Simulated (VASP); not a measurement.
The system is Cu.

```xyz
2
Lattice="1.2185 -3.9764 0.0000 1.2185 3.9764 0.0000 0.0000 0.0000 2.4755" Properties=species:S:1:pos:R:3 pbc="T T T"
Cu    1.2185   -2.9118    1.8566
Cu    1.2185    2.9118    0.6189
```

This isn't the form of Cu at room conditions, which is fcc.

- Program: VASP 6.6.1
- Task: relaxation of cell and atoms
- Functional: PBE
- Dispersion: TS
- Potentials or basis: VASP PAW PBE potentials, release 64 (Cu)
- Cutoff: 600 eV
- k mesh: 11 × 11 × 11
- Occupations: fermi-dirac, width 0.05 eV
- Spin: no spin polarisation

At the start: pressure -2.0 GPa; volume 11.99 Å³/atom.

**Question.** Where does the relaxation end?

**Answer.** Over 34 steps the energy falls by 2.0 meV/atom and the volume is 11.86 Å³/atom (-1.1 %); space group Cmcm (No. 63, to 0.05 Å).

The path:
```tsv
step	energy change (eV)	largest force (eV/Å)	pressure (GPa)	volume (Å³)
1	0.0000	0.0695	-2.03	23.99
2	-0.0029	0.0065	1.32	23.46
3	-0.0036	0.0333	0.36	23.62
4	-0.0036	0.0252	0.14	23.62
5	-0.0034	0.0136	0.91	23.54
6	-0.0035	0.0326	0.65	23.60
7	-0.0035	0.0298	0.58	23.61
8	-0.0041	0.0112	-0.01	23.66
9	-0.0040	0.0067	0.68	23.67
10	-0.0040	0.0027	0.15	23.69
11	-0.0040	0.0032	0.23	23.69
12	-0.0040	0.0022	0.32	23.70
13	-0.0040	0.0049	-0.46	23.78
14	-0.0041	0.0041	-0.26	23.74
15	-0.0041	0.0037	-0.35	23.73
16	-0.0041	0.0034	-0.26	23.71
17	-0.0041	0.0035	-0.16	23.70
18	-0.0040	0.0035	0.16	23.70
19	-0.0040	0.0037	0.06	23.70
20	-0.0040	0.0035	0.16	23.70
21	-0.0041	0.0038	-0.58	23.72
22	-0.0041	0.0049	-0.37	23.71
23	-0.0040	0.0037	0.15	23.71
24	-0.0040	0.0017	0.03	23.71
25	-0.0041	0.0018	-0.18	23.71
26	-0.0041	0.0014	-0.36	23.71
27	-0.0041	0.0114	-0.12	23.69
28	-0.0041	0.0066	0.35	23.70
29	-0.0041	0.0030	0.33	23.70
30	-0.0041	0.0023	-0.17	23.70
31	-0.0041	0.0031	0.10	23.70
32	-0.0041	0.0037	0.38	23.70
33	-0.0041	0.0025	0.39	23.70
34	-0.0041	0.0002	-0.04	23.72
```

Final structure:
```xyz
2
Lattice="1.2225 -3.9235 0.0000 1.2225 3.9235 0.0000 0.0000 0.0000 2.4725" Properties=species:S:1:pos:R:3 pbc="T T T"
Cu    1.2225   -2.8675    1.8544
Cu    1.2225    2.8675    0.6181
```

Caveat: atom-pairwise D2, TS and ULG terms overbind metals; pairwise dispersion overbinds metals, which lowers pressure and volume.
